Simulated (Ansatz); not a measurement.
# Field gradients at the nuclei in HfO2

The cell is a Materials Project structure (computed, not necessarily an observed phase), taken as it stands.

```cif
data_HfO2
_symmetry_space_group_name_H-M 'Pbca'
_symmetry_Int_Tables_number 61
_cell_length_a 5.0378
_cell_length_b 9.9722
_cell_length_c 5.2024
_cell_angle_alpha 90.000
_cell_angle_beta 90.000
_cell_angle_gamma 90.000
loop_
_atom_site_label
_atom_site_type_symbol
_atom_site_symmetry_multiplicity
_atom_site_Wyckoff_symbol
_atom_site_fract_x
_atom_site_fract_y
_atom_site_fract_z
Hf Hf 8 c 0.7544 0.1154 0.4649
O9 O 8 c 0.9976 0.4771 0.2613
O17 O 8 c 0.6258 0.2895 0.6265
```

One atom of each set is listed.

Level of theory: DFT, r2SCAN, plane waves and PAW (field gradients read without the response of the frozen cores, which leaves them typically 4 to 6 % off), scalar-relativistic, 500 eV cutoff, Γ-centred 5×3×5 k-points, Fermi–Dirac smearing 0.02 eV (Ansatz 0.2.0).

C_Q = eQV_zz/h, which is 24.18 MHz for Q = 1 b and V_zz = 10²¹ V/m²; η = (V_xx − V_yy)/V_zz.

¹⁷⁷Hf: I = 7/2, Q = 3365 mb; ¹⁷O: I = 5/2, Q = -25.58 mb. Quadrupole moments are those of Pyykkö's year-2017 table.

Q: Which values are expected at the nuclei?

A: 

```json
{"site": "Hf", "atoms": "8", "first shell": "7 O at 2.03–2.20 Å", "V_zz (10²¹ V/m²)": "11.21", "η": "0.20", "C_Q (MHz)": "912"}
{"site": "O9", "atoms": "8", "first shell": "4 Hf at 2.13–2.20 Å", "V_zz (10²¹ V/m²)": "-1.56", "η": "0.76", "C_Q (MHz)": "0.966"}
{"site": "O17", "atoms": "8", "first shell": "3 Hf at 2.03–2.15 Å; also 2 Hf at 3.32–3.34 Å", "V_zz (10²¹ V/m²)": "-2.89", "η": "0.52", "C_Q (MHz)": "1.79"}
```

Without spin–orbit coupling the gradients at and beside Hf can be off by some per cent, at some sites by more.
